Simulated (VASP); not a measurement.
# A vacancy on the Zn site in a supercell of ZnCu, part 3 of 5

How easily does a vacancy on the Zn site form in ZnCu? The host is relaxed first, then a supercell is run with and without the defect. The start is a cell from a database of measured crystal structures.

VASP 6.6.1, plane waves and PAW; the level of theory is named at each step.

So far. Step 2 (The host at zero pressure): The run ended after 3 ionic steps, 0.016 eV below its first step, once forces and stress met EDIFFG = -0.02. Step 3 (The perfect supercell): The host is treated as a metal, as its relaxation found a gap under 0.3 eV or none, and only the neutral defect is run.

### Step 4. Reference Zn

This step: PBEsol; plane waves and PAW (Zn) (VASP 6.6.1).

System of this step: Zn. The structure is hexagonal, space group P6_3/mmc (No. 194). Conventional cell: a = 2.660 Å, b = 2.660 Å, c = 4.937 Å, α = 90.00°, β = 90.00°, γ = 120.00°. Nearest to Zn lie 12 Zn at 2.66 to 2.91 Å.

The reference for Zn is its crystal, relaxed at the cutoff of the large cell.

Input file INCAR:

```
SYSTEM = Zn
PREC = Normal
ENCUT = 300
EDIFF = 1E-05
NELM = 120
ISMEAR = 1
SIGMA = 0.1
LREAL = Auto
ALGO = Fast
GGA = PS
NBANDS = 18
LORBIT = 11
LWAVE = .FALSE.
LCHARG = .FALSE.
KPAR = 4
LASPH = .TRUE.
IBRION = 2
NSW = 25
ISIF = 3
EDIFFG = -0.02
POTIM = 0.4
```

Input file POSCAR:

```
Zn
1.0
    2.6600000000      0.0000000000      0.0000000000
   -1.3300000000      2.3036275741      0.0000000000
    0.0000000000      0.0000000000      4.9369600000
Zn
2
Direct
    0.0000000000      0.0000000000      0.0000000000
    0.3333333333      0.6666666667      0.5000000000
```

Input file KPOINTS:

```
Automatic mesh
0
Gamma
11 11 6
0 0 0
```

Potentials, in the order of the species: Zn (PBE family, release 64).

Command:

```
$ mpirun -np 4 vasp_std
```

What it wrote:

```text
[banner, memory and clock lines left out]
running    4 mpi-ranks, on    1 nodes
 distrk:  each k-point on    1 cores,    4 groups
 distr:  one band on    1 cores,    1 groups

 POSCAR found type information on POSCAR Zn
 POSCAR found :  1 types and       2 ions
|                                                                             |
|               ----> ADVICE to this user running VASP <----                  |
|                                                                             |
|     You have a (more or less) 'small supercell' and for smaller cells       |
|     it is recommended to use the reciprocal-space projection scheme!        |
|     The real-space optimization is not efficient for small cells and it     |
|     is also less accurate ...                                               |
|     Therefore, set LREAL=.FALSE. in the INCAR file.                         |
|                                                                             |

 [... a notice as in an earlier step ...]

 LDA part: xc-table for (Slater+PW92), standard interpolation
 POSCAR, INCAR and KPOINTS ok, starting setup
 FFT: planning ... GRIDC
 FFT: planning ... GRID_SOFT
 FFT: planning ... GRID
 WAVECAR not read
 entering main loop
       N       E                     dE             d eps       ncg     rms          rms(c)
DAV:   1     0.848634045939E+02    0.84863E+02   -0.91310E+03  2360   0.147E+03
DAV:   2    -0.531987537838E+00   -0.85395E+02   -0.83662E+02  2330   0.240E+02
DAV:   3    -0.340205553309E+01   -0.28701E+01   -0.28627E+01  2586   0.520E+01
DAV:   4    -0.341342678914E+01   -0.11371E-01   -0.11370E-01  2584   0.338E+00
DAV:   5    -0.341344018024E+01   -0.13391E-04   -0.13391E-04  2496   0.100E-01    0.417E+00
RMM:   6    -0.315045422314E+01    0.26299E+00   -0.10562E+00  2304   0.122E+01    0.312E+00
RMM:   7    -0.313784698574E+01    0.12607E-01   -0.29565E-02  2304   0.241E+00    0.158E+00
RMM:   8    -0.313026007181E+01    0.75869E-02   -0.55436E-03  2304   0.563E-01    0.117E-01
RMM:   9    -0.313018061029E+01    0.79462E-04   -0.15793E-03  2304   0.551E-01    0.867E-02
RMM:  10    -0.313014756624E+01    0.33044E-04   -0.15382E-04  2288   0.126E-01    0.347E-03
RMM:  11    -0.313014852048E+01   -0.95424E-06   -0.98542E-06  1373   0.276E-02
   1 F= -.31301485E+01 E0= -.31301720E+01  d E =-.313015E+01
 curvature:   0.00 expect dE= 0.000E+00 dE for cont linesearch  0.000E+00
 trial: gam= 0.00000 g(F)=  0.414E-46 g(S)=  0.494E-01 ort = 0.000E+00 (trialstep = 0.100E+01)
 search vector abs. value=  0.494E-01
 bond charge predicted
       N       E                     dE             d eps       ncg     rms          rms(c)
DAV:   1    -0.426709071016E+01   -0.11369E+01   -0.99366E+00  2448   0.561E+01    0.763E+00
RMM:   2    -0.328469787473E+01    0.98239E+00   -0.36826E+00  2305   0.244E+01    0.231E+00
RMM:   3    -0.319858582431E+01    0.86112E-01   -0.17234E-01  2304   0.553E+00    0.139E+00
RMM:   4    -0.315767384836E+01    0.40912E-01   -0.14189E-02  2304   0.886E-01    0.116E-01
RMM:   5    -0.315734543307E+01    0.32842E-03   -0.19165E-03  2304   0.586E-01    0.710E-02
RMM:   6    -0.315736352406E+01   -0.18091E-04   -0.24700E-04  2300   0.144E-01    0.176E-02
RMM:   7    -0.315736227926E+01    0.12448E-05   -0.36394E-05  1822   0.749E-02
   2 F= -.31573623E+01 E0= -.31573509E+01  d E =-.272138E-01
[... from here on, the cycles between the ionic steps are left out ...]
   3 F= -.31577255E+01 E0= -.31576827E+01  d E =-.275770E-01
   4 F= -.31562280E+01 E0= -.31561204E+01  d E =-.260794E-01
   5 F= -.31574570E+01 E0= -.31573859E+01  d E =-.273085E-01
   6 F= -.31576331E+01 E0= -.31575732E+01  d E =-.274846E-01
   7 F= -.31577052E+01 E0= -.31576538E+01  d E =-.275567E-01
   8 F= -.31620868E+01 E0= -.31620152E+01  d E =-.438160E-02
   9 F= -.31679411E+01 E0= -.31678143E+01  d E =-.102359E-01
  10 F= -.31721737E+01 E0= -.31722287E+01  d E =-.144685E-01
  11 F= -.31665416E+01 E0= -.31665427E+01  d E =-.883641E-02
  12 F= -.31797094E+01 E0= -.31794604E+01  d E =-.220042E-01
  13 F= -.31814266E+01 E0= -.31812305E+01  d E =-.237214E-01
  14 F= -.31834619E+01 E0= -.31833021E+01  d E =-.257567E-01
  15 F= -.31835321E+01 E0= -.31833215E+01  d E =-.702038E-04
  16 F= -.31851401E+01 E0= -.31849761E+01  d E =-.167815E-02
  17 F= -.31851271E+01 E0= -.31849622E+01  d E =-.166516E-02
  18 F= -.31851297E+01 E0= -.31849654E+01  d E =-.166776E-02
  19 F= -.31854669E+01 E0= -.31852866E+01  d E =-.337189E-03
  20 F= -.31854809E+01 E0= -.31853012E+01  d E =-.351183E-03
 curvature:  -0.72 expect dE=-0.100E-03 dE for cont linesearch -0.591E-04
 ZBRENT: interpolating
 opt :   0.9368  next Energy=    -3.185523 (dE=-0.393E-03)
 bond charge predicted
       N       E                     dE             d eps       ncg     rms          rms(c)
DAV:   1    -0.318621302195E+01   -0.72249E-03   -0.95725E-03  2514   0.150E+00    0.196E-01
RMM:   2    -0.318556883056E+01    0.64419E-03   -0.18675E-03  2304   0.518E-01    0.794E-02
RMM:   3    -0.318547568584E+01    0.93145E-04   -0.88475E-05  2304   0.109E-01    0.446E-02
RMM:   4    -0.318543404870E+01    0.41637E-04   -0.35907E-05  1900   0.508E-02    0.641E-03
RMM:   5    -0.318543400434E+01    0.44362E-07   -0.84518E-06  1365   0.378E-02
  21 F= -.31854340E+01 E0= -.31852570E+01  d E =-.304319E-03
 curvature:  -0.50 expect dE=-0.130E-04 dE for cont linesearch -0.610E-05
 trial: gam= 0.00000 g(F)=  0.787E-57 g(S)=  0.259E-04 ort =-0.814E-04 (trialstep = 0.135E+01)
 search vector abs. value=  0.259E-04
 reached required accuracy - stopping structural energy minimisation
```

Run time: 55 s. Hardware: 4 MPI ranks of Intel Xeon Platinum 8259CL at 2.50GHz (Skylake/Cascade Lake), shared host; peak memory 0.46 GiB; 3.2 min of CPU time.

From OUTCAR (step 4):

```text
  LATTYP: Found a hexagonal cell.
 ALAT       =     2.6600000000
 C/A-ratio  =     1.8560000000

 Subroutine GETGRP returns: Found 24 space group operations
 (whereof 12 operations were pure point group operations)

The static configuration has the point symmetry D_3h.
 The point group associated with its full space group is D_6h.

 Found     64 irreducible k-points:

   k-points           NKPTS =     64   k-points in BZ     NKDIM =     64   number of bands    NBANDS=     18

   dimension x,y,z NGX =    12 NGY =   12 NGZ =   24
   dimension x,y,z NGXF=    24 NGYF=   24 NGZF=   48

   ENCUT  =  300.0 eV  22.05 Ry    4.70 a.u.   3.76  3.76  6.97*2*pi/ulx,y,z

   NELECT =      24.0000    total number of electrons

 E-fermi :   3.7081

 k-point     1 :       0.0000    0.0000    0.0000
  band No.  band energies     occupation
    ...
      9      -3.9655      2.00000
     10      -3.5545      2.00000
     11      -3.5545      2.00000
     12       0.1728      2.00000
     13       2.1565      2.00000
     14      19.6841      0.00000
     15      19.6841      0.00000
     16      21.6377      0.00000
     17      21.7302      0.00000
     18      22.5701      0.00000

 k-point     2 :       0.0909    0.0000    0.0000
  band No.  band energies     occupation
    ...
      9      -3.9946      2.00000
     10      -3.6905      2.00000
     11      -3.5443      2.00000
     12       0.5706      2.00000
     13       2.2868      2.00000
     14      16.5051      0.00000
     15      18.0260      0.00000
     16      20.0434      0.00000
     17      22.7432      0.00000
     18      23.4904      0.00000

  Total       -0.0189726     -0.0189726     -0.0248972      0.0000000      0.0000000      0.0000000
  in kB       -1.0910299     -1.0910299     -1.4317312      0.0000000      0.0000000      0.0000000
  external PRESSURE =      -1.2045970 kB  Pullay stress =       0.0000000 kB

  energy-cutoff  :      300.00
  volume of cell :       27.86
      direct lattice vectors                 reciprocal lattice vectors
     2.691319615 -0.000000000  0.000000000     0.371564936  0.214523116 -0.000000000
    -1.345659808  2.330751157  0.000000000     0.000000000  0.429046231 -0.000000000
    -0.000000000  0.000000000  4.441597357    -0.000000000 -0.000000000  0.225144226

 POSITION                                       TOTAL-FORCE (eV/Angst)
 -----------------------------------------------------------------------------------
      0.00000      0.00000      0.00000         0.000000     -0.000000      0.000000
     -0.00000      1.55383      2.22080        -0.000000      0.000000     -0.000000
 -----------------------------------------------------------------------------------
    total drift:                                0.000000     -0.000000     -0.000000

  FREE ENERGIE OF THE ION-ELECTRON SYSTEM (eV)
  ---------------------------------------------------
  free  energy   TOTEN  =        -3.1854340043 eV

  energy  without entropy=       -3.1849029375  energy(sigma->0) =       -3.18525698

 total charge
# of ion       s       p       d       tot
------------------------------------------
    1        0.596   0.502   9.720  10.819
    2        0.596   0.502   9.720  10.819
--------------------------------------------------
tot          1.193   1.004  19.440  21.637

[... 1 part as in an earlier step ...]

[... 7 further parts left out ...]
```

The k-mesh is coarse for a metal. The run keeps the 24 symmetry operations of its start, so it cannot find a distortion of lower symmetry.

Step by step:

```
step  energy less that of the first step (eV)  largest force (eV/Å)  pressure (GPa)  volume (Å³)
   1                                   0.0000                0.0000           -4.88        30.25
   2                                  -0.0272                0.0000           -0.47        28.67
   3                                  -0.0276                0.0000           -0.55        28.47
   4                                  -0.0261                0.0000            1.01        28.08
   5                                  -0.0273                0.0000            0.56        28.30
   6                                  -0.0275                0.0000            0.71        28.37
   7                                  -0.0276                0.0000            0.48        28.42
   8                                  -0.0319                0.0000            0.11        28.34
   9                                  -0.0378                0.0000            0.12        28.19
  10                                  -0.0420                0.0000           -0.03        27.86
  11                                  -0.0364                0.0000            3.55        27.12
  12                                  -0.0496                0.0000            1.74        27.67
  13                                  -0.0513                0.0000            1.56        27.41
  14                                  -0.0533                0.0000            1.61        27.52
  15                                  -0.0534                0.0000           -0.12        28.17
  16                                  -0.0550                0.0000            0.21        27.78
  17                                  -0.0550                0.0000            0.50        27.77
  18                                  -0.0550                0.0000            0.56        27.78
  19                                  -0.0553                0.0000            0.15        27.91
  20                                  -0.0553                0.0000            0.02        27.90
  21                                  -0.0553                0.0000           -0.12        27.86
```

```
conventional cell, symmetrised  before  after   change
                         a (Å)   2.660  2.691   +1.2 %
                         b (Å)   2.660  2.691   +1.2 %
                         c (Å)   4.937  4.442  -10.0 %
              volume (Å³/atom)   15.13  13.93   -7.9 %
```

The relaxed structure:

```xyz
2
Lattice="2.6913 0.0000 0.0000 -1.3457 2.3308 0.0000 0.0000 0.0000 4.4416" Properties=species:S:1:pos:R:3 pbc="T T T"
Zn    0.0000    0.0000    0.0000
Zn    0.0000    1.5538    2.2208
```

This step gave:

| Item | Value |
| --- | --- |
| electronic cycles | 127 |
| electrons | 24 |
| free energy (TOTEN) | -3.185 eV |
| energy at zero smearing | -3.185 eV |
| Fermi energy | 3.708 eV |

The run ended after 21 ionic steps, 0.055 eV below its first step, once forces and stress met EDIFFG = -0.02.

The edges of the cell as typed change unequally, by -10.0 to +1.2 %. In a metal that hangs on the k mesh, which was not refined here; the energy is less touched by it than the shape.

Energy at zero smearing: -3.18526 eV.

(Continued in part 4 of 5.)

[Lines on the potential files, build, host, timing and source positions are cut from VASP's logs without a mark.]

[Logs are printed without paths, hosts, clocks, repeated set-up lines and the standing remarks that a program may print on its own settings, such as how far it seeks lower states.]

[Hosts, paths, dates, database ids (printed as entryN), source tags and the programs' standing remarks are cut or masked in the printed files.]

[In band tables of VASP the shares of atoms and orbitals are scaled to a sum of 1 inside the atoms' spheres.]

[Runs that stopped without an error message from VASP are left out.]
